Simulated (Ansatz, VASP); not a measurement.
**MoS in VASP and in Ansatz**

```xyz
2
Lattice="3.0056 0.0000 0.0000 0.0000 3.0056 0.0000 0.0000 0.0000 3.0056" Properties=species:S:1:pos:R:3 pbc="T T T"
Mo    0.0000    0.0000    0.0000
S     1.5028    1.5028    1.5028
```

Alike in both runs: task single point; functional PBE; k mesh 14 × 14 × 14; occupations gaussian, width 0.05 eV; no spin polarisation; Hubbard terms Mo d U = 4.0 eV.

|  | VASP | Ansatz |
| --- | --- | --- |
| version | VASP 6.6.1 | Ansatz 0.2.0 |
| potentials or method | VASP PAW PBE potentials, release 64 (Mo_sv, S) | scalar-relativistic, plane waves, PAW |
| plane-wave cutoff (eV) | 520 | 420 |
| valence electrons in the cell | 20 | 20 |

|  | VASP | Ansatz | Ansatz less VASP |
| --- | --- | --- | --- |
| gap on the k mesh at the Fermi level (eV) | none | none | - |
| pressure (GPa) | 4.6 | 1.7 | -2.87 |

The programs project onto different local orbitals, so the same U acts differently. A gap of «none» marks a metal or a gap that the smearing closes. Ansatz warned: «filled_band_counts_differ_across_k_points».

Caveats: U without spin polarisation on a metal has little footing.
